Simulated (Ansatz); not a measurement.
Runs of Ansatz 0.2.0 on Zr. The structure is hexagonal, space group P6_3/mmc (No. 194). The conventional cell has a = 3.232 Å, b = 3.232 Å, c = 5.147 Å, α = 90.00°, β = 90.00°, γ = 120.00°. Zr (site symmetry -6m2) is surrounded by 12 Zr at 3.18 to 3.23 Å. 

```tsv
task	level	spin	cell	k mesh	points for each segment of the path	gap on the mesh (eV)	pressure (GPa)	relaxed volume (Å³/atom)
single point	HSE06	SOC, no magnetisation	as given	4 × 4 × 2	-	none	(b)	-
single point	PBE0	SOC, no magnetisation	as given	4 × 4 × 2	-	none	1.3	-
relaxation of cell and atoms	HSE06	off	relaxed	5 × 5 × 3	-	none	0.0	23.39
band structure	HSE03	off	as given	5 × 5 × 3	4	none	0.5	-
relaxation of cell and atoms	HSEsol	off	relaxed	5 × 5 × 3	-	none	0.0	(a)
```

Alike in all rows: potentials or basis Ansatz PAW; cutoff (eV) 420; smearing fermi-dirac 0.05 eV; the mesh is coarse, so values aren't converged.

Q: Estimate the missing entries.

A: (a) 22.80; (b) 1.1.

Caveats: all runs use coarse meshes; the PAW data sets come from PBE, with cores solved anew for the run's functional, which leaves a small shift of forces and pressure; the thresholds are loose for stress (some runs); the plane-wave basis is chosen anew once the cell has moved, so the energies of steps on either side of that aren't comparable (some runs).

A k mesh can miss the band edges, and rows without SOC leave out spin-orbit coupling on Zr.

A gap of «none» marks a metal or a gap under the smearing width.
